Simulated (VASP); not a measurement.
Wanted: the native input for a VASP 6.6.1 run.

| Item | Value |
| --- | --- |
| Task | single point |
| Functional | PBE |
| Dispersion | D3(BJ) |
| Potentials or basis | VASP PAW PBE potentials, release 64 (C, H, F) |
| Cutoff | 520 eV |
| k mesh | 1 × 1 × 1 |
| Occupations | fermi-dirac, width 0.02 eV |
| Spin | no spin polarisation |
| Dipole correction | no |
| Further INCAR settings | LREAL = Auto; ALGO = Fast; EDIFF = 1e-06; NBANDS = 72 |

The structure of H11C4F3 lies in POSCAR:

```
H11C4F3
1.0
    8.3644000000      0.0000000000      0.0000000000
    0.0000000000      8.3644000000      0.0000000000
    0.0000000000      0.0000000000      8.3644000000
C H F
8 22 6
Direct
    0.4976926020      0.9192171584      0.1760676199
    0.6306489407      0.8559012003      0.1147003969
    0.8186839462      0.5503323610      0.9512457558
    0.9239993305      0.4437138348      0.9644325953
    0.5503204055      0.3856104443      0.6088541916
    0.4862512553      0.2415355554      0.5766582182
    0.2419779064      0.7080483956      0.8510472957
    0.2405910765      0.6889914399      0.6948974224
    0.5101979819      0.9644565061      0.3029864665
    0.3842714361      0.9246210129      0.1043230835
    0.7409138731      0.8451174023      0.1871383482
    0.6353115585      0.7974511023     -0.0012553202
    0.6949452441      0.5301037731      0.9619458658
    0.8526373679      0.6721821051      0.9019056956
    0.9008416623      0.3223303524      0.9986251255
    1.0503084501      0.4888575391      0.9420161637
    0.5012553202      0.4963296829      0.5639974176
    0.6739275979      0.3928315241      0.6522045813
    0.3710367749      0.2165845727      0.5190450002
    0.5471283057      0.1420663765      0.6328248290
    0.2371957343      0.8147984314      0.9211658935
    0.2467481230      0.6039524652      0.9282195973
    0.2273922816      0.7959805844      0.6180359619
    0.2613098369      0.5739802018      0.6451030558
    0.9184161446      0.6296088183      0.1656544402
    0.4905671656      0.2663669839      0.8280570035
   -0.0147769117      0.0041604897      0.9217517096
    0.9476232605      0.2427789202      0.4702070681
    0.8851202716      0.4234852470      0.2814308259
    0.9123308307      1.0725933719      0.6593419731
    0.9525728086      0.6140548037      0.2831045861
    0.5374683181      0.2384151882      0.9266295251
    0.0523886949     -0.0239467266      1.0070297929
    1.0060255368      0.1860384487      0.5510018650
    0.8531275405      0.3217804027      0.3165319688
    0.8729018220      1.0154344603      0.7506695041
```

The cell was built by a generator and needn't be a form met in nature.

These files were run (other wordings do the same):

INCAR

```
ALGO     = Fast           # electronic algorithm
EDIFF    = 1E-6           # SCF threshold, eV
ENCUT    = 520            # plane-wave cutoff, eV
GGA      = PE             # functional
ISIF     = 2              # what is computed and relaxed
ISMEAR   = -1             # smearing method
IVDW     = 12             # dispersion correction
LASPH    = True           # aspherical terms in the spheres
LCHARG   = False          # write CHGCAR
LREAL    = Auto         
LWAVE    = False          # write WAVECAR
NBANDS   = 72             # bands
NELM     = 60             # most SCF steps
PREC     = Accurate       # precision mode
SIGMA    = 0.02           # smearing width, eV
```

KPOINTS

```
k-points
0
Gamma
  1 1 1
```

Potentials or basis: VASP PAW PBE potentials, release 64 (C, H, F).

Run with:

```bash
$ cat potpaw_PBE.64/C/POTCAR potpaw_PBE.64/H/POTCAR potpaw_PBE.64/F/POTCAR > POTCAR
$ mpirun -np 1 vasp_gam > vasp.out
```

It gave:

```
Pressure                   : 0.6 GPa
Largest force              : 5.948 eV/Å
Band gap on the k mesh     : 4.58 eV, direct
Dispersion energy per atom : -0.027 eV
```

Caveat: the standard files for N, O and F lose accuracy on very short bonds.

Run time: 41 s on 1 thread of AMD EPYC 9R45 96-Core Processor (Zen 5), with other jobs on the host, peak memory 0.54 GiB.
